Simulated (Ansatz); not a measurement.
# Titanium, dhcp under revPBE: from relaxation to bulk modulus

The plan for titanium in the dhcp structure: relax it, solve it on a dense k-mesh, then scale the cell to 7 volumes from 88 to 112 % of the relaxed one and try a fit of the equation of state. Spin polarisation is left out. The k-meshes are 12×12×4 for the relaxation; 16×16×5 for the dense run; 14×14×4 for the volumes.

Computed with Ansatz 0.2.0 (DFT revPBE, plane waves (420 eV) with PAW, scalar-relativistic; the PAW data stem from PBE, with regenerated cores, unless a step says otherwise).

**1. The starting structure**

The structure is hexagonal, space group P6_3/mmc (No. 194). Conventional cell: a = 2.923 Å, b = 2.923 Å, c = 9.546 Å, α = 90.00°, β = 90.00°, γ = 120.00°. Ti (site symmetry -3m) has 12 Ti at 2.92 Å as nearest neighbours. Ti (site symmetry -6m2) has 12 Ti at 2.92 Å as nearest neighbours.

Structure file:

```xyz
4
Lattice="2.9229 0.0000 0.0000 -1.4615 2.5313 0.0000 0.0000 0.0000 9.5463" Properties=species:S:1:pos:R:3 pbc="T T T"
Ti    0.0000    0.0000    0.0000
Ti    0.0000    0.0000    4.7732
Ti    0.0000    1.6876    2.3866
Ti    1.4615    0.8438    7.1597
```

**2. Relaxing cell and atoms**

The input, input.yaml:

```yaml
crystal:
  lattice:
    - [2.9229395509, 0.0, 0.0]
    - [-1.4614697754, 2.5313399048, 0.0]
    - [0.0, 0.0, 9.5463205732]
  atoms:
    - { symbol: Ti, position: [0.0, 0.0, 0.0] }
    - { symbol: Ti, position: [0.0, 0.0, 0.5] }
    - { symbol: Ti, position: [0.3333333333, 0.6666666667, 0.25] }
    - { symbol: Ti, position: [0.6666666667, 0.3333333333, 0.75] }
hamiltonian:
  xc: revpbe
  pseudopotentials:
    kind: paw
    azcp:
      Ti: "pseudopotentials/Ti.paw.azcp"
basis:
  ecutwfc: 420
  fft_grid_basis: typed
kpoints:
  mp_grid: { grid: [12, 12, 4], shift: [0, 0, 0] }
magnetization:
  spin_polarized: false
scf:
  occupations: { method: fermi_dirac, width: 0.1 }
relax:
  max_steps: 60
  f_tol: 0.01
  cell: {}
```

Log, shortened:

```text
Warning: RAYON_NUM_THREADS=2 ignored (pool sized by the plan → 2); use --threads N
[...]
Pseudopotentials: kind: paw
Pseudopotential: Ti, paw, valence charge 12, recommended cutoff 420 eV (normal), <dir>
Functional definition: revPBE
[...]
Crystal: 4 atoms, lattice volume = 70.633 Å³
Basis set: ecut = 420 eV, 1387 PW (Γ), exchange–correlation on 40×40×128 points (8 copies of the dense FFT grid, shifted against one another)
Bands: 29, of which v1, the nominal top of the filled ones, is band 24 counted from 1 (23 counted from 0)
Symmetry: 24 space group operations
Space group: P63/mmc (ITA 194), of the structure as read, at distance tolerance 4.1e-5 Å
k-points: 57 of 576
[...]
SCF iter   1: F=—  HF=-10011.081003 eV  |F-HF|=—  |Δ(HF+E_count)|=         —  Δρ=5.36e-3  dr2=3.71e-2  ethr=1.77e-3  ⟨swp⟩=4.3  Hψ=6276  notcnv=0
[...]
relax step   1: F+E_penalty+E_count = -10011.07919962 eV  Δ(F+E_penalty+E_count) = +0.000e0 eV  max|allowed force component| = 9.714e-17 eV/Å  Δτ_max = 0.0000 Å  P = +1.313 GPa  Ω = 70.633 Å³  (6 SCF iters, dr2 threshold 1.00e-7 eV, accepted)
[...]
relax step   4: F+E_penalty+E_count = -10011.08962134 eV  Δ(F+E_penalty+E_count) = -9.353e-5 eV  max|allowed force component| = 6.476e-17 eV/Å  Δτ_max = 0.0000 Å  P = +0.005 GPa  Ω = 71.498 Å³  energy of the carried Pulay correction = -1.143e-4 eV  (6 SCF iters, dr2 threshold 1.62e-7 eV, accepted)
[...]
relax step   5: F+E_penalty+E_count = -10011.08971704 eV  Δ(F+E_penalty+E_count) = -9.570e-5 eV  max|allowed force component| = 4.626e-17 eV/Å  Δτ_max = 0.0000 Å  P = +0.002 GPa  Ω = 71.498 Å³  stress off target by 1.02e-2 GPa  SCF on the basis re-selected at this cell (its energy is not [...]
SCF converged after 6 iterations
Free energy (F): -10011.089717 eV
[...]
E sigma→0 (E₀):  -10010.984528 eV
Entropy (-TS):   -0.210378 eV (-52.595 meV/atom)
Fermi energy:    12.933902 eV
[...]
--- Forces (eV/Å), atoms counted from 1 ---
  atom   1  Ti    -0.00000000     0.00000000    -0.00000000
  atom   2  Ti     0.00000000     0.00000000     0.00000000
  atom   3  Ti    -0.00000000     0.00000000     0.00000000
  atom   4  Ti    -0.00000000     0.00000000     0.00000000
[...]
--- Stress (GPa, compression-positive) ---
       -0.002242       0.000000       0.000000
        0.000000      -0.002242       0.000000
        0.000000       0.000000       0.010229
  P = ⅓ Tr σ = 0.0019 GPa (0.019 kbar)
--- Band table (eV; the first three rows and the last of 57) ---
[...]
--- Relaxed structure (4 steps of the walk, 4 accepted, 1 SCFs on fresh bases) ---
  F+E_penalty+E_count = -10011.08971704 eV   max|allowed force component| = 4.626e-17 eV/Å   (the final SCF, on the basis selected at the relaxed cell)
  cell:  # Å, volume = 71.4977 Å³
    - [2.9548536222615573, -2.9182727538199146e-11, 0.0]
    - [-1.4774268111055058, 2.5589783013575675, 0.0]
    - [0.0, 0.0, 9.455602248105802]
  atoms:
    - { symbol: Ti, position: [7.067179536374174e-35, -6.181777788183632e-35, 0.0] }
    - { symbol: Ti, position: [1.6114793052023883e-36, -6.815806279366411e-35, 0.49999999999999994] }
    - { symbol: Ti, position: [0.33333333333333337, 0.6666666666666667, 0.24999999999999997] }
    - { symbol: Ti, position: [0.6666666666666667, 0.33333333333333337, 0.7499999999999999] }
```

Wall time 13 s (2 threads of Arm Neoverse V2, shared host); peak memory 0.4 GiB.

Relaxation path:

```tsv
step	energy change (meV/atom)	largest force (eV/Å)	pressure (GPa)	volume (Å³/atom)
1	0.00	0.0000	1.31	17.658
2	-0.86	0.0000	-1.69	18.175
3	-2.58	0.0000	-0.14	17.899
4	-2.61	0.0000	0.00	17.874
5	-2.63	0.0000	0.00	17.874
```

Steps that repeat a cell are solved on a basis chosen anew, so their changes of energy are no gain of the relaxation.

The cell of the run, before and after:

|  | before | after | change |
| --- | --- | --- | --- |
| a (Å) | 2.923 | 2.955 | +1.1 % |
| b (Å) | 2.923 | 2.955 | +1.1 % |
| c (Å) | 9.546 | 9.456 | -1.0 % |
| volume (Å³/atom) | 17.658 | 17.874 | +1.2 % |
| shortest distance (Å) | 2.923 | 2.915 | -0.3 % |
| space group (spins left aside) | P6_3/mmc | P6_3/mmc | same |

**3. Single point on a dense mesh**

The input, input.yaml:

```yaml
crystal:
  lattice:
    - [2.9548536223, 0.0, 0.0]
    - [-1.4774268111, 2.5589783014, 0.0]
    - [0.0, 0.0, 9.4556022481]
  atoms:
    - { symbol: Ti, position: [0.0, 1.0, 0.0] }
    - { symbol: Ti, position: [0.0, 1.0, 0.5] }
    - { symbol: Ti, position: [0.3333333333, 0.6666666667, 0.25] }
    - { symbol: Ti, position: [0.6666666667, 0.3333333333, 0.75] }
hamiltonian:
  xc: revpbe
  pseudopotentials:
    kind: paw
    azcp:
      Ti: "pseudopotentials/Ti.paw.azcp"
basis:
  ecutwfc: 420
  fft_grid_basis: typed
kpoints:
  mp_grid: { grid: [16, 16, 5], shift: [0, 0, 0] }
magnetization:
  spin_polarized: false
scf:
  occupations: { method: fermi_dirac, width: 0.1 }
```

Log, shortened:

```text
Warning: RAYON_NUM_THREADS=2 ignored (pool sized by the plan → 2); use --threads N
[...]
[... 3 set-up lines as earlier in the session ...]
[...]
Crystal: 4 atoms, lattice volume = 71.498 Å³
Basis set: ecut = 420 eV, 1375 PW (Γ)
Bands: 29, of which v1, the nominal top of the filled ones, is band 24 counted from 1 (23 counted from 0)
[... 1 set-up line as earlier in the session ...]
Space group: P63/mmc (ITA 194), of the structure as read, at distance tolerance 4.2e-5 Å
k-points: 90 of 1280
[...]
SCF iter   1: F=—  HF=-10011.092201 eV  |F-HF|=—  |Δ(HF+E_count)|=         —  Δρ=5.64e-3  dr2=4.38e-2  ethr=1.77e-3  ⟨swp⟩=4.3  Hψ=9947  notcnv=0
[...]
SCF iter   6: F=-10011.089529 eV  HF=-10011.089529 eV  |F-HF|=4.61e-8  |Δ(HF+E_count)|=   2.90e-8  Δρ=9.44e-6  dr2=7.13e-8  ethr=2.08e-10  ⟨swp⟩=3.0  Hψ=5617  notcnv=0
[...]
SCF converged after 6 iterations
Free energy (F): -10011.089529 eV
[...]
E sigma→0 (E₀):  -10010.983940 eV
Entropy (-TS):   -0.211177 eV (-52.794 meV/atom)
Fermi energy:    12.933521 eV
[...]
```

It took 3 s on 2 threads of Arm Neoverse V2, shared host; peak memory 0.41 GiB.

**4. Volume × 0.88**

input.yaml: that of step 3 with these lines changed.

```diff
@@ -2,5 +2,5 @@
   lattice:
-    - [2.9548536223, 0.0, 0.0]
-    - [-1.4774268111, 2.5589783014, 0.0]
-    - [0.0, 0.0, 9.4556022481]
+    - [2.8315888641, 0.0, 0.0]
+    - [-1.415794432, 2.4522278894, 0.0]
+    - [0.0, 0.0, 9.0611520744]
   atoms:
@@ -20,3 +20,3 @@
 kpoints:
-  mp_grid: { grid: [16, 16, 5], shift: [0, 0, 0] }
+  mp_grid: { grid: [14, 14, 4], shift: [0, 0, 0] }
 magnetization:
@@ -25 +25,4 @@
   occupations: { method: fermi_dirac, width: 0.1 }
+  lower_state_search: "off"
+output:
+  stress: true
```

Log, shortened:

```text
Warning: RAYON_NUM_THREADS=2 ignored (pool sized by the plan → 2); use --threads N
[...]
[... 3 set-up lines as earlier in the session ...]
[...]
Crystal: 4 atoms, lattice volume = 62.918 Å³
Basis set: ecut = 420 eV, 1255 PW (Γ)
Bands: 29, of which v1, the nominal top of the filled ones, is band 24 counted from 1 (23 counted from 0)
[... 1 set-up line as earlier in the session ...]
Space group: P63/mmc (ITA 194), of the structure as read, at distance tolerance 4.0e-5 Å
k-points: 72 of 784
[...]
SCF iter   1: F=—  HF=-10010.683267 eV  |F-HF|=—  |Δ(HF+E_count)|=         —  Δρ=5.65e-3  dr2=2.74e-2  ethr=1.77e-3  ⟨swp⟩=4.3  Hψ=7996  notcnv=0
[...]
SCF iter   6: F=-10010.681375 eV  HF=-10010.681375 eV  |F-HF|=3.11e-9  |Δ(HF+E_count)|=   4.54e-8  Δρ=6.81e-6  dr2=2.09e-8  ethr=2.08e-10  ⟨swp⟩=4.0  Hψ=6596  notcnv=0
[...]
SCF converged after 6 iterations
Free energy (F): -10010.681375 eV
[...]
E sigma→0 (E₀):  -10010.584276 eV
Entropy (-TS):   -0.194198 eV (-48.549 meV/atom)
Fermi energy:    15.010748 eV
[...]
--- Stress (GPa, compression-positive) ---
       16.687953      -0.000000       0.000000
       -0.000000      16.687953       0.000000
        0.000000       0.000000      16.857729
  P = ⅓ Tr σ = 16.7445 GPa (167.445 kbar)
```

Wall time 2.7 s (2 threads of Arm Neoverse V2, shared host); peak memory 0.38 GiB.

**5. Volume × 0.92**

input.yaml: that of step 4 with these lines changed.

```diff
@@ -2,5 +2,5 @@
   lattice:
-    - [2.8315888641, 0.0, 0.0]
-    - [-1.415794432, 2.4522278894, 0.0]
-    - [0.0, 0.0, 9.0611520744]
+    - [2.8738576161, 0.0, 0.0]
+    - [-1.436928808, 2.4888337024, 0.0]
+    - [0.0, 0.0, 9.1964130917]
   atoms:
@@ -28 +28,5 @@
   stress: true
+  write_density: true
+  write_potential: true
+  elf: true
+  volumetric_format: npy
```

Log:

```text
Warning: RAYON_NUM_THREADS=2 ignored (pool sized by the plan → 2); use --threads N
Engine: ansatz 0.2.0, aarch64-unknown-linux-gnu
[... 3 set-up lines as earlier in the session ...]
  parameter kappa = 1.245
  parameter beta = 0.06672455060314922
  exchange = pbe_x(kappa = kappa, mu = beta*pi^2/3)
  correlation = pbe_c(beta = beta)
Crystal: 4 atoms, lattice volume = 65.778 Å³
Basis set: ecut = 420 eV, 1267 PW (Γ)
Bands: 29, of which v1, the nominal top of the filled ones, is band 24 counted from 1 (23 counted from 0)
[... 2 set-up lines as earlier in the session ...]
k-points: 72 of 784
Non-local potential: Ti, projectors of the file, l = 0: 3, l = 1: 2, l = 2: 3, l = 3: 1
PAW form: soft (Blöchl's): semilocal exchange-correlation on the pseudo side does not see the compensation charge
PAW frozen core: Ti, regenerated for the run's functional, and the local potential with it (the file was generated under x = pbe(κ = 0.804, μ = 0.2195149727645171), c = pbe(β = 0.06672455060314922))
PAW one-centre angular grid: Ti, 590 points (default); XC on 64 Gauss nodes
Initial density: superposition of atomic densities (neutral atoms: chi_scale 0, normalization atom), corrected by the library's trained network
Initial wavefunctions: pseudopotential atomic-orbital guess
Functional: x = revpbe(κ = 1.245, μ = 0.2195149727645171), c = pbe(β = 0.06672455060314922)
SCF iter   1: F=—  HF=-10010.921680 eV  |F-HF|=—  |Δ(HF+E_count)|=         —  Δρ=5.58e-3  dr2=3.22e-2  ethr=1.77e-3  ⟨swp⟩=4.3  Hψ=7908  notcnv=0
preconditioner: auto → Kerker (q_TF=auto, 2.589 Å⁻¹)  [metal: Δε(μ)=0.005 eV  Ē_g=2.454 eV  σ=0.100 eV  W_gap=0.01  n_scr=12 (ndim 8)  ℏωp=18.3 eV  f_vac=0.000  D(μ)=5.91/eV (n_scr^D=64)]
SCF iter   2: F=—  HF=-10010.919338 eV  |F-HF|=—  |Δ(HF+E_count)|=   2.34e-3  Δρ=2.77e-3  dr2=5.65e-3  ethr=6.72e-5  ⟨swp⟩=1.0  Hψ=2664  notcnv=0
SCF iter   3: F=—  HF=-10010.919476 eV  |F-HF|=—  |Δ(HF+E_count)|=   1.38e-4  Δρ=7.08e-4  dr2=2.60e-4  ethr=1.18e-5  ⟨swp⟩=2.5  Hψ=2693  notcnv=0
SCF iter   4: F=—  HF=-10010.919494 eV  |F-HF|=—  |Δ(HF+E_count)|=   1.79e-5  Δρ=9.93e-5  dr2=6.11e-6  ethr=5.41e-7  ⟨swp⟩=2.0  Hψ=2584  notcnv=0
SCF iter   5: F=—  HF=-10010.919493 eV  |F-HF|=—  |Δ(HF+E_count)|=   1.01e-6  Δρ=3.67e-5  dr2=6.74e-7  ethr=1.27e-8  ⟨swp⟩=2.6  Hψ=4032  notcnv=0
SCF iter   6: F=-10010.919493 eV  HF=-10010.919493 eV  |F-HF|=1.96e-9  |Δ(HF+E_count)|=   4.73e-8  Δρ=7.59e-6  dr2=2.79e-8  ethr=2.08e-10  ⟨swp⟩=8.2  Hψ=12857  notcnv=0
SCF 1 converged in 6 iterations: F = -10010.919493 eV  dr2 = 2.79e-8
SCF converged after 6 iterations
Free energy (F): -10010.919493 eV
Harris-Foulkes:  -10010.919493 eV  (|F-HF|=1.96e-9)
Internal energy: -10010.720383 eV  (E = F + TS)
E sigma→0 (E₀):  -10010.819938 eV
Entropy (-TS):   -0.199110 eV (-49.777 meV/atom)
Fermi energy:    14.260539 eV
--- Per-component energies (eV) ---
  E_band       = -582.583267
  E_kinetic    = 1096.069867
  E_local      = -3127.300818  (includes V_loc(G=0)·N_el)
  E_nonlocal   = 29.692156
  E_hartree    = 1296.505246
  E_xc         = -392.397236
  E_vxc        = -490.394945  (∫ρ·V_xc dr)
  E_paw        = -4203.268894  (= ΣΔE_a)
  E_vpaw       = -683.663956  (= ΣTr[D̂ρ^β])
  E_aug_tail   = 0.000492  (compensation charges beyond the density's cutoff)
  E_ewald      = -4709.870018
  E_core_change = -0.151179  (= ΣΔE_core)
  E_smearing   = -0.199110  (= −TS)
  E_closure    = 0.000000  (closes the sum)
  Σ components = -10010.919493   (vs F -10010.919493, Δ=0.00e0)
--- Stress (GPa, compression-positive) ---
       10.116158      -0.000000       0.000000
       -0.000000      10.116158       0.000000
        0.000000       0.000000      10.168289
  P = ⅓ Tr σ = 10.1335 GPa (101.335 kbar)
--- Band table (eV; the first three rows and the last of 72) ---
  k-point 0: bands = ["-42.4678", "-42.3950", "-42.3761", "-42.3020", "-19.0567", "-18.6648", "-18.6377", "-18.3423", "-18.3423", "-18.3042", "-18.3042", "-18.2606", "-18.2606", "-18.2274", "-18.2219", "-18.2219", "8.0351", "9.9189", "9.9521", "11.5305", "14.3654", "14.3976", "14.9706", "14.9706", "15.0435", "15.0435", "15.1544", "15.2517", "15.3883"]
  k-point 1: bands = ["-42.4617", "-42.4183", "-42.3525", "-42.3083", "-19.0264", "-18.8089", "-18.4909", "-18.3384", "-18.3384", "-18.3129", "-18.3129", "-18.2603", "-18.2518", "-18.2518", "-18.2259", "-18.2259", "8.1718", "9.1839", "10.6785", "11.4687", "14.2951", "14.6424", "14.9294", "15.0129", "15.0129", "15.0894", "15.0894", "15.1670", "15.3187"]
  k-point 2: bands = ["-42.4442", "-42.4442", "-42.3262", "-42.3262", "-18.9398", "-18.9398", "-18.3535", "-18.3535", "-18.3275", "-18.3275", "-18.3275", "-18.3275", "-18.2370", "-18.2370", "-18.2370", "-18.2370", "8.5687", "8.5687", "11.2170", "11.2170", "14.5101", "14.5101", "14.9394", "14.9394", "15.1138", "15.1138", "15.1138", "15.1138", "15.2882"]
  k-point 71: bands = ["-42.2911", "-42.2911", "-42.2703", "-42.2703", "-18.8445", "-18.8445", "-18.8125", "-18.8125", "-18.6702", "-18.6702", "-18.6244", "-18.6244", "-18.4517", "-18.4517", "-18.3938", "-18.3938", "12.6581", "12.6581", "12.8679", "12.8679", "13.0990", "13.0990", "13.1991", "13.1991", "14.3510", "14.3510", "14.4081", "14.4081", "16.0032"]
```

It took 4 s on 2 threads of Arm Neoverse V2, shared host; peak memory 0.39 GiB.

Density in a lattice plane of the grid's cell (edges 2.87 and 9.20 Å, at 1.000 of the third edge), which holds Ti.

Values in e/Å³, 12 rows by 6 columns:
```
 1.52  0.64  0.22  0.19  0.22  0.64
 0.22  0.21  0.22  0.25  0.22  0.21
 0.24  0.25  0.43  0.81  0.42  0.25
 0.22  0.21  0.22  0.25  0.22  0.21
 1.52  0.64  0.22  0.19  0.22  0.64
10.25  5.80  0.43  0.21  0.43  5.80
 1.52  0.64  0.22  0.19  0.22  0.64
 0.22  0.21  0.22  0.25  0.22  0.21
 0.24  0.25  0.42  0.81  0.43  0.25
 0.22  0.21  0.22  0.25  0.22  0.21
 1.52  0.64  0.22  0.19  0.22  0.64
10.25  5.80  0.43  0.21  0.43  5.80
```
Columns run along the first of these edges and rows up along the second, over one cell in 6 and 12 even steps from the bottom left corner. Atoms in the plane (fractional): Ti at (1.00, 0.00), Ti at (1.00, 0.50).

ELF in the same plane.

Values, 12 rows by 6 columns:
```
0.48 0.24 0.18 0.46 0.18 0.24
0.61 0.44 0.17 0.13 0.17 0.44
0.73 0.36 0.17 0.35 0.17 0.36
0.61 0.44 0.17 0.13 0.17 0.44
0.48 0.24 0.18 0.46 0.18 0.24
0.00 0.57 0.18 0.22 0.18 0.57
0.48 0.24 0.18 0.46 0.18 0.24
0.61 0.44 0.17 0.13 0.17 0.44
0.73 0.36 0.17 0.35 0.17 0.36
0.61 0.44 0.17 0.13 0.17 0.44
0.48 0.24 0.18 0.46 0.18 0.24
0.00 0.57 0.18 0.22 0.18 0.57
```
Columns run along the first of these edges and rows up along the second, over one cell in 6 and 12 even steps from the bottom left corner. Atoms in the plane (fractional): Ti at (1.00, 0.00), Ti at (1.00, 0.50).

Both are smooth fields of the valence electrons: close to the nuclei they are not physical.

Maxima of ELF outside the ion cores: 0.77 between the atoms, 2.0 Å from Ti.

[end of part 1 of 2]
